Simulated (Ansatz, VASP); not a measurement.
**One calculation of KTaO3, two programs**

Contents of INCAR:

```
PREC = Accurate
ENCUT = 600
EDIFF = 1E-6
ISMEAR = 0
SIGMA = 0.02
LREAL = False
LASPH = True
NELM = 100
ALGO = Normal
ISIF = 3
LWAVE = False
LCHARG = False
GGA = PE
IBRION = 2
NSW = 100
EDIFFG = -0.005
```

The input KPOINTS:

```
Automatic mesh
0
Gamma
  8 8 8
```

File POSCAR:

```
KTaO3
1.0
    3.9883000000      0.0000000000      0.0000000000
    0.0000000000      3.9883000000      0.0000000000
    0.0000000000      0.0000000000      3.9883000000
K Ta O
1 1 3
Direct
    0.5000000000      0.5000000000      0.5000000000
    0.0000000000      0.0000000000      0.0000000000
    0.5000000000      0.0000000000      0.0000000000
    0.0000000000      0.5000000000      0.0000000000
    0.0000000000      0.0000000000      0.5000000000
```

Input for Ansatz:

```yaml
crystal:
  lattice:
    - [3.9883, 0.0, 0.0]
    - [0.0, 3.9883, 0.0]
    - [0.0, 0.0, 3.9883]
  atoms:
    - { symbol: K, position: [0.5, 0.5, 0.5] }
    - { symbol: Ta, position: [0.0, 0.0, 0.0] }
    - { symbol: O, position: [0.5, 0.0, 0.0] }
    - { symbol: O, position: [0.0, 0.5, 0.0] }
    - { symbol: O, position: [0.0, 0.0, 0.5] }
basis:
  ecutwfc: 420
kpoints:
  mp_grid: { grid: [8, 8, 8] }
hamiltonian:
  xc: pbe
scf:
  occupations: { method: gaussian, width: 0.02 }
output:
  forces: true
  stress: true
  eigenvalues: true
relax:
  adjacent_minimum: "off"
  f_tol: 0.005
  max_steps: 80
  cell: { stress_tol: 0.05 }
```

Alike in both runs: task relaxation of cell and atoms; functional PBE; k mesh 8 × 8 × 8; occupations gaussian, width 0.02 eV; no spin polarisation.

|  | VASP | Ansatz |
| --- | --- | --- |
| version | VASP 6.6.1 | Ansatz 0.2.0 |
| potentials or method | VASP PAW PBE potentials, release 64 (K_sv, Ta_pv, O) | scalar-relativistic, plane waves, PAW |
| plane-wave cutoff (eV) | 600 | 420 |
| valence electrons in the cell | 38 | 40 |

|  | VASP | Ansatz | Ansatz less VASP |
| --- | --- | --- | --- |
| gap on the k mesh at the Fermi level, each at its own relaxed structure (eV) | 2.11 | 2.16 | +0.050 |
| relaxed volume (Å³/atom) | 13.07 | 13.04 | -0.033 |
| relaxed cell length with the largest relative difference (Å) | 4.028 | 4.024 | -0.0034 |
| energy change over the relaxation (meV/atom) | -7 | -6 | +1.0 |

The two sets of potentials don't hold the same shells in valence.

Caveats: spin-orbit coupling is left out, which moves the levels of the heavy elements. PBE usually gives volumes a little too large and moduli too small. Expect the measured gap to be larger: semilocal functionals such as PBE lack the derivative discontinuity.
